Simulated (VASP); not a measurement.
# Sb2Se3 (P2_1/m) in VASP: density of states with PBE

Aim: the density of states of Sb2Se3 with PBE.

Program: VASP 6.6.1. These are calculated values, not measurements. Logs are shortened: lines on timing, memory, paths and dates and some standing lists are left out, and cuts for length are marked.

## (1) The structure

It takes space group P2_1/m (No. 11, monoclinic). The conventional cell has a = 7.464 Å, b = 4.063 Å, c = 10.259 Å, α = 90.00°, β = 91.44°, γ = 90.00°. Sb (site symmetry m) is surrounded by 5 Se at 2.74 to 3.09 Å. Around Sb (site symmetry m) lie 6 Se at 2.80 to 3.02 Å. Se (site symmetry m) has 5 Sb at 2.74 to 3.09 Å as nearest neighbours. Around Se (site symmetry m) lie 4 Sb at 2.79 to 3.20 Å. Se (site symmetry m) is surrounded by 3 Sb at 2.80 Å.

The cell was built by a generator and needn't be a form met in nature.

## (2) Density of states, PBE

POSCAR

```
Sb2Se3
1.0
    7.4636740000      0.0000000000      0.0000000000
    0.0000000000      4.0626600000      0.0000000000
   -0.2575660000      0.0000000000     10.2557960000
Sb Se
4 6
Direct
    0.2446270000      0.7500000000      0.4808570000
    0.0848400000      0.2500000000      0.1507160000
    0.7553730000      0.2500000000      0.5191430000
    0.9151600000      0.7500000000      0.8492840000
    0.9325090000      0.7500000000      0.3352370000
    0.4014450000      0.2500000000      0.3362840000
    0.2334220000      0.7500000000      0.9996540000
    0.0674910000      0.2500000000      0.6647630000
    0.5985550000      0.7500000000      0.6637160000
    0.7665780000      0.2500000000      0.0003460000
```

INCAR.step1

```
SYSTEM = Sb2Se3
PREC = Accurate ; ENCUT = 520
EDIFF = 1E-6 ; ISMEAR = 0
SIGMA = 0.1 ; LREAL = .False.
LASPH = .True. ; NELM = 60
ALGO = Normal ; ISIF = 2
LWAVE = .False. ; LCHARG = .True.
GGA = PE ; NBANDS = 39
KPAR = 8
```

KPOINTS.step1

```
regular mesh
0
Gamma
  6 8 4
  0 0 0
```

INCAR.step2

```
SYSTEM = Sb2Se3
PREC = Accurate ; ENCUT = 520
EDIFF = 1E-6 ; ISMEAR = -5
SIGMA = 0.1 ; LREAL = .False.
LASPH = .True. ; NELM = 60
ALGO = Normal ; ISIF = 2
LWAVE = .False. ; LCHARG = .False.
GGA = PE ; LORBIT = 10
NBANDS = 39 ; KPAR = 8
NEDOS = 2001 ; ICHARG = 11
```

KPOINTS.step2

```
regular mesh
0
Gamma
  9 12 6
  0 0 0
```

Potentials or basis: VASP PAW PBE potentials, release 64 (Sb, Se).

Launch:

```console
$ cat potpaw_PBE.64/Sb/POTCAR potpaw_PBE.64/Se/POTCAR > POTCAR
$ cp INCAR.step1 INCAR
$ cp KPOINTS.step1 KPOINTS
$ mpirun -np 8 vasp_std > vasp.out
$ cp INCAR.step2 INCAR
$ cp KPOINTS.step2 KPOINTS
$ mpirun -np 8 vasp_std > vasp.out
```

OUTCAR:

```text
SYSTEM = Sb2Se3
   PREC = Accurate
   ENCUT = 520
   EDIFF = 1E-6
   ISMEAR = -5
   LREAL = .False.
   LASPH = .True.
   NELM = 60
   ISIF = 2
   GGA = PE
   LORBIT = 10
   ICHARG = 11

 ion  position               nearest neighbor table
   1  0.245  0.750  0.481-   5 2.74   6 2.79   6 2.79   8 3.09   8 3.09   9 3.20
   2  0.085  0.250  0.151-  10 2.80   7 2.80   7 2.80   6 3.00   5 3.02   5 3.02
   3  0.755  0.250  0.519-   8 2.74   9 2.79   9 2.79   5 3.09   5 3.09   6 3.20
   4  0.915  0.750  0.849-   7 2.80  10 2.80  10 2.80   9 3.00   8 3.02   8 3.02
   5  0.933  0.750  0.335-   1 2.74   2 3.02   2 3.02   3 3.09   3 3.09
   6  0.401  0.250  0.336-   1 2.79   1 2.79   2 3.00   3 3.20
   7  0.233  0.750  1.000-   4 2.80   2 2.80   2 2.80
   8  0.067  0.250  0.665-   3 2.74   4 3.02   4 3.02   1 3.09   1 3.09
   9  0.599  0.750  0.664-   3 2.79   3 2.79   4 3.00   1 3.20
  10  0.767  0.250  0.000-   2 2.80   4 2.80   4 2.80

  LATTYP: Found a simple monoclinic cell.
 ALAT       =     7.4636740000
 B/A-ratio  =     0.5443244172
 C/A-ratio  =     1.3745281172
 COS(beta)  =    -0.0251062728

  Lattice vectors:

 A1 = (   7.4636740000,   0.0000000000,   0.0000000000)
 A2 = (   0.0000000000,   4.0626600000,   0.0000000000)
 A3 = (  -0.2575660000,   0.0000000000,  10.2557960000)

Analysis of symmetry for initial positions (statically):
=====================================================================
 Subroutine PRICEL returns:
 Original cell was already a primitive cell.

 Routine SETGRP: Setting up the symmetry group for a
 simple monoclinic supercell.

 Subroutine GETGRP returns: Found  4 space group operations
 (whereof  2 operations were pure point group operations)
 out of a pool of  4 trial point group operations.

The static configuration has the point symmetry S_2 .
 The point group associated with its full space group is C_2h.

Analysis of symmetry for dynamics (positions and initial velocities):
=====================================================================
 Subroutine PRICEL returns:
 Original cell was already a primitive cell.

 Routine SETGRP: Setting up the symmetry group for a
 simple monoclinic supercell.

 Subroutine GETGRP returns: Found  4 space group operations
 (whereof  2 operations were pure point group operations)
 out of a pool of  4 trial point group operations.

The dynamic configuration has the point symmetry S_2 .
 The point group associated with its full space group is C_2h.

 Subroutine INISYM returns: Found  4 space group operations
 (whereof  2 operations are pure point group operations),
 and found     1 'primitive' translations
[... 132 lines left out ...]
     AMIX     =   0.40;   BMIX     =  1.00
     AMIX_MAG =   1.60;   BMIX_MAG =  1.00
  volume/ion in A,a.u.               =      31.10       209.86
  Fermi-wavevector in a.u.,A,eV,Ry     =   0.924471  1.746997 11.628176  0.854647
  Thomas-Fermi vector in A             =   2.050220
   LORBIT       =     10    0 simple, 1 ext, 2 COOP (PROOUT), +10 PAW based schemes
   GGA     = PE    functional components
   LHFCALC =     F    Hartree Fock is set to
   AEXX    =    0.0000 exact exchange contribution
   IVDW    =     0    specifies the selected vdW correction
   LEPSILON=     F    determine dielectric tensor
   LRPA    =     F    only Hartree local field effects (RPA)
 non-spin polarized calculation
 Fermi weights with tetrahedron method with Bloechl corrections
  energy-cutoff  :      520.00
  volume of cell :      310.98
 maximum number of plane-waves:      8410

 number of electron      55.9999996 magnetization

 Free energy of the ion-electron system (eV)
  ---------------------------------------------------
  ext. energy  EPLUGINS =         0.00000000
  ---------------------------------------------------
  free energy    TOTEN  =       -40.26657891 eV

  energy without entropy =      -40.26657891  energy(sigma->0) =      -40.26657891

 E-fermi :   3.4503     XC(G=0):  -8.5932

 val. band max:        3.4471926524   @ k =   0.1111   0.0000   0.1667
 cond. band min:       3.9888818789   @ k =   0.1111   0.0000   0.5000
 fundamental gap:      0.5416892265
 Fermi energy:         3.4503076833

 k-point     1 :       0.0000    0.0000    0.0000
  band No.  band energies     occupation
      1     -10.4447      2.00000
      2      -9.7814      2.00000
      3      -9.5448      2.00000
      4      -9.0536      2.00000
      5      -8.9603      2.00000
      6      -8.8819      2.00000
[... 997 lines left out ...]
     38       7.2865      0.00000
     39       7.7619      0.00000

 [... further k-points ...]
[... 5 lines left out ...]
  --------------------------------------------------------------------------------------
  -------------------------------------------------------------------------------------
  Total       -0.0340341     -0.0401056     -0.0505662      0.0000000      0.0000000      0.0444565
  in kB       -0.1753444     -0.2066249     -0.2605183      0.0000000      0.0000000      0.2290409
  external PRESSURE =      -0.2141625 kB  Pullay stress =       0.0000000 kB

 VOLUME and BASIS-vectors are now :
 -----------------------------------------------------------------------------
  energy-cutoff  :      520.00
  volume of cell :      310.98
      direct lattice vectors                 reciprocal lattice vectors
     7.463674000  0.000000000  0.000000000     0.133982272  0.000000000  0.003364856
     0.000000000  4.062660000  0.000000000     0.000000000  0.246144152  0.000000000
    -0.257566000  0.000000000 10.255796000     0.000000000  0.000000000  0.097505840

 POSITION                                       TOTAL-FORCE (eV/Angst)
 -----------------------------------------------------------------------------------
      1.70196      3.04699      4.93157         0.002498      0.000000     -0.003619
      0.59440      1.01567      1.54571         0.007707     -0.000000     -0.004135
      5.50414      1.01567      5.32422        -0.002498      0.000000      0.003619
      6.61171      3.04699      8.71008        -0.007707      0.000000      0.004135
      6.87360      3.04699      3.43812         0.000564      0.000000      0.003140
      2.90964      1.01567      3.44886        -0.001039     -0.000000      0.004864
      1.48471      3.04699     10.25225        -0.006515     -0.000000      0.004290
      0.33251      1.01567      6.81767        -0.000564      0.000000     -0.003140
      4.29647      3.04699      6.80694         0.001039      0.000000     -0.004864
      5.72140      1.01567      0.00355         0.006515      0.000000     -0.004290
 -----------------------------------------------------------------------------------
    total drift:                               -0.000000     -0.000000     -0.000000

  FREE ENERGIE OF THE ION-ELECTRON SYSTEM (eV)
  ---------------------------------------------------
  free  energy   TOTEN  =       -40.2665789099 eV

  energy  without entropy=      -40.2665789099  energy(sigma->0) =      -40.26657891

 total charge

# of ion       s       p       d       tot
------------------------------------------
    1        1.312   0.903   0.055   2.270
    2        1.322   0.890   0.060   2.271
    3        1.312   0.903   0.055   2.270
    4        1.322   0.890   0.060   2.271
    5        1.480   2.278   0.026   3.784
    6        1.483   2.266   0.023   3.772
    7        1.486   2.262   0.024   3.771
    8        1.480   2.278   0.026   3.784
    9        1.483   2.266   0.023   3.772
   10        1.486   2.262   0.024   3.771
--------------------------------------------------
tot         14.165  17.196   0.376  31.737
```

OUTCAR.step1:

```text
SYSTEM = Sb2Se3
   PREC = Accurate
   ENCUT = 520
   EDIFF = 1E-6
   ISMEAR = 0
   LREAL = .False.
[... 1267 lines left out ...]
      0.33251      1.01567      6.81767        -0.003245      0.000000     -0.001660
      4.29647      3.04699      6.80694         0.000131     -0.000000     -0.002832
      5.72140      1.01567      0.00355         0.004474     -0.000000     -0.000501
 -----------------------------------------------------------------------------------
    total drift:                               -0.000000      0.000000     -0.000000

  FREE ENERGIE OF THE ION-ELECTRON SYSTEM (eV)
  ---------------------------------------------------
  free  energy   TOTEN  =       -40.2640511363 eV

  energy  without entropy=      -40.2640505535  energy(sigma->0) =      -40.26405084
```

OSZICAR.step1:

```text
N       E                     dE             d eps       ncg     rms          rms(c)
DAV:   1     0.328444470964E+03    0.32844E+03   -0.20479E+04  5460   0.117E+03
DAV:   2    -0.454542660905E+01   -0.33299E+03   -0.32201E+03  6950   0.192E+02
DAV:   3    -0.404473606354E+02   -0.35902E+02   -0.35254E+02  6589   0.699E+01
DAV:   4    -0.413842478766E+02   -0.93689E+00   -0.92905E+00  6900   0.119E+01
DAV:   5    -0.414035012261E+02   -0.19253E-01   -0.19232E-01  6821   0.179E+00    0.799E+00
DAV:   6    -0.402334054187E+02    0.11701E+01   -0.21805E+00  6307   0.545E+00    0.540E+00
DAV:   7    -0.402584874372E+02   -0.25082E-01   -0.61458E-01  6449   0.259E+00    0.206E+00
DAV:   8    -0.402613650887E+02   -0.28777E-02   -0.27454E-02  7004   0.730E-01    0.801E-01
DAV:   9    -0.402637217994E+02   -0.23567E-02   -0.60617E-03  6655   0.409E-01    0.163E-01
DAV:  10    -0.402639032913E+02   -0.18149E-03   -0.95093E-04  6516   0.140E-01    0.775E-02
DAV:  11    -0.402640085202E+02   -0.10523E-03   -0.13531E-04  6882   0.537E-02    0.368E-02
DAV:  12    -0.402640452373E+02   -0.36717E-04   -0.40616E-05  6343   0.283E-02    0.899E-03
DAV:  13    -0.402640503430E+02   -0.51057E-05   -0.69090E-06  6482   0.120E-02    0.550E-03
DAV:  14    -0.402640511363E+02   -0.79334E-06   -0.80376E-07  4135   0.394E-03
   1 F= -.40264051E+02 E0= -.40264051E+02  d E =-.582782E-06
```

Run time: 3.2 min. Hardware: 8 MPI ranks of Intel Xeon 6975P-C (Granite Rapids), shared host; peak memory 1.6 GiB.

What came out:

```yaml
Valence_electrons_inside_the_program's_atomic_spheres: Sb 2.27; Se 3.78, 3.77
```

Levels at points of the mesh, in eV from the valence-band top:
```
           k point  band 24  band 25  band 26  band 27  band 28  band 29  band 30  band 31  band 32  band 33
(0.00, 0.00, 0.00)    -1.25    -1.20    -1.14    -0.22    -0.15     0.71     1.32     1.79     1.93     2.11
(0.00, 0.50, 0.00)    -1.41    -0.89    -0.89    -0.68    -0.68     2.03     2.03     2.24     2.24     2.62
(0.00, 0.00, 0.50)    -1.18    -1.09    -0.91    -0.81    -0.29     0.55     0.91     1.50     1.61     1.76
(0.00, 0.50, 0.50)    -1.58    -0.78    -0.78    -0.66    -0.66     1.66     1.66     2.25     2.25     2.79
```

States per cell in windows of 1 eV (zero at the valence-band top; states under -8 eV left out):
```tsv
from (eV)	total	Se7_p	Se10_p	Se5_p	Se8_p	Se6_p	Se9_p
-8.0	1.14	0.01	0.01	0.01	0.01	0.01	0.01
-7.0	0.00	0.00	0.00	0.00	0.00	0.00	0.00
-6.0	0.32	0.01	0.01	0.02	0.02	0.01	0.01
-5.0	4.87	0.18	0.18	0.26	0.26	0.19	0.19
-4.0	8.02	0.36	0.36	0.40	0.40	0.43	0.43
-3.0	8.45	0.53	0.53	0.41	0.41	0.51	0.51
-2.0	8.09	0.67	0.67	0.66	0.66	0.58	0.58
-1.0	6.21	0.44	0.44	0.45	0.45	0.47	0.47
0.0	0.33	0.01	0.01	0.00	0.00	0.00	0.00
1.0	5.22	0.19	0.19	0.09	0.09	0.16	0.16
2.0	7.82	0.29	0.29	0.23	0.23	0.33	0.33
3.0	7.44	0.32	0.32	0.40	0.40	0.26	0.26
4.0	1.24	0.03	0.03	0.09	0.09	0.04	0.04
```

The run has no spin-orbit coupling, so splittings on Sb are missing.
